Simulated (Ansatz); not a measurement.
Here is an Ansatz 0.2.0 calculation.

File input.yaml:

```yaml
crystal:
  lattice:
    - [-1.8713408863, 1.8713408863, 1.8713408863]
    - [1.8713408863, -1.8713408863, 1.8713408863]
    - [1.8713408863, 1.8713408863, -1.8713408863]
  atoms:
    - { symbol: Sb, position: [0.0, 0.0, 0.0] }
hamiltonian:
  xc: pbe
  pseudopotentials: { kind: paw }
kpoints:
  mp_grid: { grid: [10, 10, 10] }
scf:
  occupations: { method: gaussian, width: 0.023 }
output:
  forces: true
  stress: true
  eigenvalues: true
```

Potentials or basis: Ansatz PAW.

The run is started by

```bash
$ ansatz run input.yaml --threads 2 --pin off --max-ram 5632MiB --backend cpu --events-out ev --progress --plain --runs-dir out
```

(1) Estimate the band gap on the k mesh.

(2) Predict the pressure.

Results:

(1) none (metal or under the smearing width).

(2) 3.1 GPa.
